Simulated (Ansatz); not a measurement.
BeO (wurtzite), relaxed with LDA (Ansatz, a first-principles code, plane waves, PAW): a = b = 2.6646 Å, c = 4.3293 Å, α = β = 90.00°, γ = 120.00°.

gap (eV): 7.94
ΔH_f (eV/atom): -2.94
B₀ by P(V) fit (GPa): 232
K_Hill (GPa): 232
G_Hill (GPa): 163
ε∞: 3.10
ε0: 6.83
highest Γ mode, no LO–TO term (cm⁻¹): 895
electron conductivity mass (mₑ): 0.65
Θ_D (K): 1270

Q: The same phase is relaxed and computed with PBEsol in the same code. What are the cell and these values now?

A: a = b = 2.693 Å, c = 4.373 Å, α = β = 90.00°, γ = 120.00°.

- gap (eV): 7.51
- ΔH_f (eV/atom): -2.78
- B₀ by P(V) fit (GPa): 218
- K_Hill (GPa): 218
- G_Hill (GPa): 155
- ε∞: 3.13
- ε0: 7.10
- highest Γ mode, no LO–TO term (cm⁻¹): 871
- electron conductivity mass (mₑ): 0.59
- Θ_D (K): 1240

All cells were relaxed under the symmetry of their starts (and spin orders); stability against distortions was not tested throughout.

Potentials: the later of the program's two PAW sets.

Ansatz is a plane-wave DFT program.

Formation energies count from the lowest solids of the elements computed at the same level, not from gases.
